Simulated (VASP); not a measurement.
# SnSe in VASP: settings compared

Aim: see how the results for SnSe move with the level of theory and the settings. Levels: PBEsol, r2SCAN. Tasks: band structure.

Program: VASP 6.6.1. These are calculated values, not measurements. Logs are shortened: lines on timing, memory, paths and dates and some standing lists are left out, and cuts for length are marked.

## 1. Starting point

The cell holds a slab with vacuum, 4 atoms: a = 4.234 Å, b = 4.234 Å, c = 11.004 Å, α = 90.00°, β = 90.00°, γ = 90.00°.

## 2. Band structure, PBEsol

Contents of POSCAR:

```
SnSe
1.0
    4.2336300000      0.0000000000      0.0000000000
    0.0000000000      4.2336300000      0.0000000000
    0.0000000000      0.0000000000     11.0038100000
Sn Se
2 2
Direct
    0.5000000000      0.0000000000      0.3783800000
    0.0000000000      0.5000000000      0.6216200000
    0.5000000000      0.0000000000      0.6232000000
    0.0000000000      0.5000000000      0.3768000000
```

Contents of INCAR.step1:

```
SYSTEM = SnSe
ALGO = Fast ; EDIFF = 1E-6
ENCUT = 520 ; GGA = PS
ISIF = 2 ; ISMEAR = 0
LASPH = .TRUE. ; LCHARG = .TRUE.
LREAL = .FALSE. ; LWAVE = .FALSE.
NBANDS = 28 ; NELM = 60
PREC = Accurate ; SIGMA = 0.02
```

Contents of KPOINTS.step1:

```
k-points
0
G
  6 6 4
  0 0 0
```

Contents of INCAR.step2:

```
SYSTEM = SnSe
ALGO = Fast ; EDIFF = 1E-6
ENCUT = 520 ; GGA = PS
ICHARG = 11 ; ISIF = 2
ISMEAR = 0 ; LASPH = .TRUE.
LCHARG = .FALSE. ; LREAL = .FALSE.
LWAVE = .FALSE. ; NBANDS = 28
NELM = 60 ; PREC = Accurate
SIGMA = 0.05
```

Contents of KPOINTS.step2:

```
path GXMGZRAZ,XR,MA
20
line-mode
reciprocal
 0.0000000000  0.0000000000  0.0000000000  G
 0.0000000000  0.5000000000  0.0000000000  X

 0.0000000000  0.5000000000  0.0000000000  X
 0.5000000000  0.5000000000  0.0000000000  M

 0.5000000000  0.5000000000  0.0000000000  M
 0.0000000000  0.0000000000  0.0000000000  G

 0.0000000000  0.0000000000  0.0000000000  G
 0.0000000000  0.0000000000  0.5000000000  Z

 0.0000000000  0.0000000000  0.5000000000  Z
 0.0000000000  0.5000000000  0.5000000000  R

 0.0000000000  0.5000000000  0.5000000000  R
 0.5000000000  0.5000000000  0.5000000000  A

 0.5000000000  0.5000000000  0.5000000000  A
 0.0000000000  0.0000000000  0.5000000000  Z

 0.0000000000  0.5000000000  0.0000000000  X
 0.0000000000  0.5000000000  0.5000000000  R

 0.5000000000  0.5000000000  0.0000000000  M
 0.5000000000  0.5000000000  0.5000000000  A
```

Potentials or basis: VASP PAW PBE potentials, release 64 (Sn_d, Se).

Started as:

```sh
cat potpaw_PBE.64/Sn_d/POTCAR potpaw_PBE.64/Se/POTCAR > POTCAR
cp INCAR.step1 INCAR
cp KPOINTS.step1 KPOINTS
mpirun -np 1 vasp_std > vasp.out
cp INCAR.step2 INCAR
cp KPOINTS.step2 KPOINTS
mpirun -np 1 vasp_std > vasp.out
```

OUTCAR:

```text
SYSTEM = SnSe
   EDIFF = 1E-6
   ENCUT = 520
   GGA = PS
   ICHARG = 11
   ISIF = 2
   ISMEAR = 0
   LASPH = .TRUE.
   LREAL = .FALSE.
   NELM = 60
   PREC = Accurate

 ion  position               nearest neighbor table
   1  0.500  0.000  0.378-   3 2.69   4 2.99   4 2.99   4 2.99   4 2.99
   2  0.000  0.500  0.622-   4 2.69   3 2.99   3 2.99   3 2.99   3 2.99
   3  0.500  0.000  0.623-   1 2.69   2 2.99   2 2.99   2 2.99   2 2.99
   4  0.000  0.500  0.377-   2 2.69   1 2.99   1 2.99   1 2.99   1 2.99

  LATTYP: Found a simple tetragonal cell.
 ALAT       =     4.2336300000
 C/A-ratio  =     2.5991430522

  Lattice vectors:

 A1 = (   4.2336300000,   0.0000000000,   0.0000000000)
 A2 = (   0.0000000000,   4.2336300000,   0.0000000000)
 A3 = (   0.0000000000,   0.0000000000,  11.0038100000)

Analysis of symmetry for initial positions (statically):
=====================================================================
 Subroutine PRICEL returns:
 Original cell was already a primitive cell.

 Routine SETGRP: Setting up the symmetry group for a
 simple tetragonal supercell.

 Subroutine GETGRP returns: Found 16 space group operations
 (whereof  8 operations were pure point group operations)
 out of a pool of 16 trial point group operations.

The static configuration has the point symmetry D_2d.
 The point group associated with its full space group is D_4h.

Analysis of symmetry for dynamics (positions and initial velocities):
=====================================================================
 Subroutine PRICEL returns:
 Original cell was already a primitive cell.

 Routine SETGRP: Setting up the symmetry group for a
 simple tetragonal supercell.

 Subroutine GETGRP returns: Found 16 space group operations
 (whereof  8 operations were pure point group operations)
 out of a pool of 16 trial point group operations.

The dynamic configuration has the point symmetry D_2d.
 The point group associated with its full space group is D_4h.

 Subroutine INISYM returns: Found 16 space group operations
 (whereof  8 operations are pure point group operations),
 and found     1 'primitive' translations

----------------------------------------------------------------------------------------

                                     Primitive cell

  volume of cell :     197.2281

  direct lattice vectors                    reciprocal lattice vectors
     4.233630000  0.000000000  0.000000000     0.236203920  0.000000000  0.000000000
     0.000000000  4.233630000  0.000000000     0.000000000  0.236203920  0.000000000
     0.000000000  0.000000000 11.003810000     0.000000000  0.000000000  0.090877614

  length of vectors
     4.233630000  4.233630000 11.003810000     0.236203920  0.236203920  0.090877614

  position of ions in fractional coordinates (direct lattice)
     0.500000000  0.000000000  0.378380000
     0.000000000  0.500000000  0.621620000
     0.500000000  0.000000000  0.623200000
     0.000000000  0.500000000  0.376800000

  ion indices of the primitive-cell ions
   primitive index   ion index
                 1           1
                 2           2
                 3           3
                 4           4

----------------------------------------------------------------------------------------

 KPOINTS: path GXMGZRAZ,XR,MA

Interpolating k-points between supplied coordinates.

 Line segments in fractional coordinates (reciprocal lattice):
    0.000000  0.000000  0.000000  ...  0.000000  0.500000  0.000000
    0.000000  0.500000  0.000000  ...  0.500000  0.500000  0.000000
    0.500000  0.500000  0.000000  ...  0.000000  0.000000  0.000000
    0.000000  0.000000  0.000000  ...  0.000000  0.000000  0.500000
    0.000000  0.000000  0.500000  ...  0.000000  0.500000  0.500000
    0.000000  0.500000  0.500000  ...  0.500000  0.500000  0.500000
    0.500000  0.500000  0.500000  ...  0.000000  0.000000  0.500000
    0.000000  0.500000  0.000000  ...  0.000000  0.500000  0.500000
    0.500000  0.500000  0.000000  ...  0.500000  0.500000  0.500000

 Generated    20 points on each line segment, for a total of    180 k-points:

 Following reciprocal coordinates:
            Coordinates               Weight
  0.000000  0.000000  0.000000      0.005556
  0.000000  0.026316  0.000000      0.005556
  0.000000  0.052632  0.000000      0.005556
  0.000000  0.078947  0.000000      0.005556
  0.000000  0.105263  0.000000      0.005556
  0.000000  0.131579  0.000000      0.005556
[... 16 lines left out ...]
  0.052632  0.500000  0.000000      0.005556
  0.078947  0.500000  0.000000      0.005556
 [... further k-points ...]
   k-points           NKPTS =    180   k-points in BZ     NKDIM =    180   number of bands    NBANDS=     28
   number of dos      NEDOS =    301   number of ions     NIONS =      4
   total plane-waves  NPLWV =  86016
   dimension x,y,z NGX =    32 NGY =   32 NGZ =   84
   dimension x,y,z NGXF=    64 NGYF=   64 NGZF=  168
[... 62 lines left out ...]

 E-fermi :   1.3635     XC(G=0):  -6.1391

 val. band max:        1.1311424018   @ k =   0.0000   0.4211   0.5000
 cond. band min:       1.7412286364   @ k =   0.0000   0.4211   0.5000
 fundamental gap:      0.6100862347
 Fermi energy:         1.3634682107

 k-point     1 :       0.0000    0.0000    0.0000
  band No.  band energies     occupation
      1     -20.3030      2.00000
      2     -20.2876      2.00000
      3     -20.2842      2.00000
      4     -20.2796      2.00000
      5     -20.2739      2.00000
      6     -20.2670      2.00000
[... 20 lines left out ...]
     27       6.2946      0.00000
     28       6.4042      0.00000

 k-point     2 :       0.0000    0.0263    0.0000
  band No.  band energies     occupation
      1     -20.3029      2.00000
      2     -20.2875      2.00000
      3     -20.2843      2.00000
      4     -20.2795      2.00000
      5     -20.2741      2.00000
      6     -20.2670      2.00000
[... 20 lines left out ...]
     27       6.3312      0.00000
     28       6.3859      0.00000

 k-point     3 :       0.0000    0.0526    0.0000
  band No.  band energies     occupation
      1     -20.3025      2.00000
      2     -20.2873      2.00000
      3     -20.2845      2.00000
      4     -20.2793      2.00000
      5     -20.2744      2.00000
      6     -20.2670      2.00000
[... 20 lines left out ...]
     27       6.2872      0.00000
     28       6.4164      0.00000

 k-point     4 :       0.0000    0.0789    0.0000
  band No.  band energies     occupation
      1     -20.3020      2.00000
      2     -20.2869      2.00000
      3     -20.2847      2.00000
      4     -20.2791      2.00000
      5     -20.2750      2.00000
      6     -20.2670      2.00000
[... 20 lines left out ...]
     27       6.1694      0.00000
     28       6.4975      0.00000

 k-point     5 :       0.0000    0.1053    0.0000
  band No.  band energies     occupation
      1     -20.3012      2.00000
      2     -20.2863      2.00000
      3     -20.2851      2.00000
      4     -20.2787      2.00000
      5     -20.2757      2.00000
      6     -20.2671      2.00000
[... 20 lines left out ...]
     27       5.9683      0.00000
     28       6.1741      0.00000

 k-point     6 :       0.0000    0.1316    0.0000
  band No.  band energies     occupation
      1     -20.3002      2.00000
      2     -20.2855      2.00000
      3     -20.2855      2.00000
      4     -20.2783      2.00000
      5     -20.2766      2.00000
      6     -20.2671      2.00000
[... 463 lines left out ...]
      5     -20.2686      2.00000
      6     -20.2686      2.00000
[... 20 lines left out ...]
     27       6.5246      0.00000
     28       6.5246      0.00000

 k-point    22 :       0.0263    0.5000    0.0000
  band No.  band energies     occupation
      1     -20.2904      2.00000
      2     -20.2904      2.00000
      3     -20.2818      2.00000
      4     -20.2818      2.00000
      5     -20.2685      2.00000
      6     -20.2685      2.00000
[... 20 lines left out ...]
     27       6.5270      0.00000
     28       6.5270      0.00000

 k-point    23 :       0.0526    0.5000    0.0000
  band No.  band energies     occupation
      1     -20.2912      2.00000
      2     -20.2912      2.00000
      3     -20.2812      2.00000
      4     -20.2812      2.00000
      5     -20.2684      2.00000
      6     -20.2684      2.00000
[... 20 lines left out ...]
     27       6.5335      0.00000
     28       6.5335      0.00000

 k-point    24 :       0.0789    0.5000    0.0000
  band No.  band energies     occupation
      1     -20.2923      2.00000
      2     -20.2923      2.00000
      3     -20.2802      2.00000
      4     -20.2802      2.00000
      5     -20.2682      2.00000
      6     -20.2682      2.00000
[... 20 lines left out ...]
     27       6.5424      0.00000
     28       6.5424      0.00000

 [... further k-points ...]

------------------------ aborting loop because EDIFF is reached ----------------------------------------

  FORCE on cell =-STRESS in cart. coord.  units (eV):
  Direction    XX          YY          ZZ          XY          YZ          ZX
  --------------------------------------------------------------------------------------
  -------------------------------------------------------------------------------------
  Total       -2.1410463     -2.1410463     -0.6765165      0.0000000      0.0000000      0.0000000
  in kB      -17.3927298    -17.3927298     -5.4956634      0.0000000      0.0000000      0.0000000
  external PRESSURE =     -13.4270410 kB  Pullay stress =       0.0000000 kB

 VOLUME and BASIS-vectors are now :
 -----------------------------------------------------------------------------
  energy-cutoff  :      520.00
  volume of cell :      197.23
      direct lattice vectors                 reciprocal lattice vectors
     4.233630000  0.000000000  0.000000000     0.236203920  0.000000000  0.000000000
     0.000000000  4.233630000  0.000000000     0.000000000  0.236203920  0.000000000
     0.000000000  0.000000000 11.003810000     0.000000000  0.000000000  0.090877614

 POSITION                                       TOTAL-FORCE (eV/Angst)
 -----------------------------------------------------------------------------------
      2.11681      0.00000      4.16362         0.000000      0.000000      0.118730
      0.00000      2.11681      6.84019        -0.000000      0.000000     -0.118730
      2.11681      0.00000      6.85757         0.000000      0.000000      0.045932
      0.00000      2.11681      4.14624         0.000000     -0.000000     -0.045932
 -----------------------------------------------------------------------------------
    total drift:                                0.000000      0.000000      0.000000

  FREE ENERGIE OF THE ION-ELECTRON SYSTEM (eV)
  ---------------------------------------------------
  free  energy   TOTEN  =       -18.5465592560 eV

  energy  without entropy=      -18.5465592560  energy(sigma->0) =      -18.54655926
```

It took 8 min on 1 thread of Intel Xeon Platinum 8488C (Sapphire Rapids), shared host; peak memory 0.89 GiB.

Results:

- Band gap along the path: 0.61 eV, direct

Levels at the corners of the path, in eV from the valence-band top:
```
point  band 16  band 17  band 18  band 19  band 20  band 21  band 22  band 23  band 24  band 25
    Γ    -3.53    -3.53    -2.28    -2.28    -0.97     1.37     3.21     3.39     4.30     4.30
    X    -2.83    -1.98    -1.98    -0.47    -0.47     1.09     1.09     1.61     1.61     2.53
    X    -2.83    -1.98    -1.98    -0.47    -0.47     1.09     1.09     1.61     1.61     2.53
    M    -5.39    -3.88    -3.88    -2.16    -2.16     3.21     3.21     4.12     4.12     5.03
    M    -5.39    -3.88    -3.88    -2.16    -2.16     3.21     3.21     4.12     4.12     5.03
    Γ    -3.53    -3.53    -2.28    -2.28    -0.97     1.37     3.21     3.39     4.30     4.30
    Γ    -3.53    -3.53    -2.28    -2.28    -0.97     1.37     3.21     3.39     4.30     4.30
    Z    -3.53    -3.53    -2.28    -2.28    -0.97     1.22     3.21     4.30     4.30     4.44
    Z    -3.53    -3.53    -2.28    -2.28    -0.97     1.22     3.21     4.30     4.30     4.44
    R    -2.83    -1.98    -1.98    -0.47    -0.47     1.09     1.09     1.61     1.61     2.46
    R    -2.83    -1.98    -1.98    -0.47    -0.47     1.09     1.09     1.61     1.61     2.46
    A    -5.39    -3.88    -3.88    -2.16    -2.16     3.18     3.18     4.16     4.16     4.99
    A    -5.39    -3.88    -3.88    -2.16    -2.16     3.18     3.18     4.16     4.16     4.99
    Z    -3.53    -3.53    -2.28    -2.28    -0.97     1.22     3.21     4.30     4.30     4.45
    X    -2.83    -1.98    -1.98    -0.47    -0.47     1.09     1.09     1.61     1.61     2.53
    R    -2.83    -1.98    -1.98    -0.47    -0.47     1.09     1.09     1.61     1.61     2.46
    M    -5.39    -3.88    -3.88    -2.16    -2.16     3.21     3.21     4.12     4.12     5.03
    A    -5.39    -3.88    -3.88    -2.16    -2.16     3.18     3.18     4.16     4.16     4.99
```

Caveat: the log is that of the step along the path at fixed density, whose energy, stress, charges and moments have no meaning; the PAW data sets were made with another functional, which shifts forces and pressure a little; spin-orbit coupling is left out, which moves the levels of the heavy elements.

## 3. Band structure, r2SCAN

Contents of INCAR:

```
SYSTEM = SnSe
ALGO = Normal ; EDIFF = 1E-6
ENCUT = 520 ; ISIF = 2
ISMEAR = 0 ; LASPH = .TRUE.
LCHARG = .FALSE. ; LMIXTAU = .TRUE.
LREAL = .FALSE. ; LWAVE = .FALSE.
METAGGA = R2SCAN ; NBANDS = 28
NELM = 60 ; PREC = Accurate
SIGMA = 0.02
```

Contents of KPOINTS:

```
k-points
0
G
  6 6 4
  0 0 0
```

POSCAR is that of step 2.

Contents of KPOINTS_OPT:

```
path GXMGZRAZ,XR,MA
20
line-mode
reciprocal
 0.0000000000  0.0000000000  0.0000000000  G
 0.0000000000  0.5000000000  0.0000000000  X

 0.0000000000  0.5000000000  0.0000000000  X
 0.5000000000  0.5000000000  0.0000000000  M

 0.5000000000  0.5000000000  0.0000000000  M
 0.0000000000  0.0000000000  0.0000000000  G

 0.0000000000  0.0000000000  0.0000000000  G
 0.0000000000  0.0000000000  0.5000000000  Z

 0.0000000000  0.0000000000  0.5000000000  Z
 0.0000000000  0.5000000000  0.5000000000  R

 0.0000000000  0.5000000000  0.5000000000  R
 0.5000000000  0.5000000000  0.5000000000  A

 0.5000000000  0.5000000000  0.5000000000  A
 0.0000000000  0.0000000000  0.5000000000  Z

 0.0000000000  0.5000000000  0.0000000000  X
 0.0000000000  0.5000000000  0.5000000000  R

 0.5000000000  0.5000000000  0.0000000000  M
 0.5000000000  0.5000000000  0.5000000000  A
```

Potentials or basis: VASP PAW PBE potentials, release 64 (Sn_d, Se).

Started as:

```sh
cat potpaw_PBE.64/Sn_d/POTCAR potpaw_PBE.64/Se/POTCAR > POTCAR
mpirun -np 1 vasp_std > vasp.out
```

Wall time 19 min (1 thread of Intel Xeon Platinum 8488C (Sapphire Rapids), shared host); peak memory 0.47 GiB.

Results (log left out):

```
Free energy             : -79.5369 eV
Largest force           : 0.129 eV/Å
Band gap along the path : 0.91 eV, direct
```

Forces on the atoms (eV/Å):
```
Sn   0.000  0.000 -0.129
Sn   0.000  0.000  0.129
Se   0.000  0.000 -0.095
Se   0.000  0.000  0.095
```

Levels at the corners of the path, in eV from the valence-band top:
```csv
point,band 16,band 17,band 18,band 19,band 20,band 21,band 22,band 23,band 24,band 25
Γ,-3.78,-3.78,-2.51,-2.51,-1.09,1.55,3.64,3.75,4.61,4.61
X,-3.05,-2.20,-2.20,-0.40,-0.40,1.33,1.33,1.78,1.78,2.78
X,-3.05,-2.20,-2.20,-0.40,-0.40,1.33,1.33,1.78,1.78,2.78
M,-5.61,-4.09,-4.09,-2.35,-2.35,3.45,3.45,4.55,4.55,5.38
M,-5.61,-4.09,-4.09,-2.35,-2.35,3.45,3.45,4.55,4.55,5.38
Γ,-3.78,-3.78,-2.51,-2.51,-1.09,1.55,3.64,3.75,4.61,4.61
Γ,-3.78,-3.78,-2.51,-2.51,-1.09,1.55,3.64,3.75,4.61,4.61
Z,-3.78,-3.78,-2.51,-2.51,-1.09,1.41,3.64,4.61,4.61,4.77
Z,-3.78,-3.78,-2.51,-2.51,-1.09,1.41,3.64,4.61,4.61,4.77
R,-3.05,-2.20,-2.20,-0.40,-0.40,1.34,1.34,1.78,1.78,2.71
R,-3.05,-2.20,-2.20,-0.40,-0.40,1.34,1.34,1.78,1.78,2.71
A,-5.61,-4.09,-4.09,-2.35,-2.35,3.43,3.43,4.59,4.59,5.34
A,-5.61,-4.09,-4.09,-2.35,-2.35,3.43,3.43,4.59,4.59,5.34
Z,-3.78,-3.78,-2.51,-2.51,-1.09,1.41,3.64,4.61,4.61,4.77
X,-3.05,-2.20,-2.20,-0.40,-0.40,1.33,1.33,1.78,1.78,2.78
R,-3.05,-2.20,-2.20,-0.40,-0.40,1.34,1.34,1.78,1.78,2.71
M,-5.61,-4.09,-4.09,-2.35,-2.35,3.45,3.45,4.55,4.55,5.38
A,-5.61,-4.09,-4.09,-2.35,-2.35,3.43,3.43,4.59,4.59,5.34
```

Caveat: the PAW data sets were made with another functional, which shifts forces and pressure a little; spin-orbit coupling is left out, which moves the levels of the heavy elements.
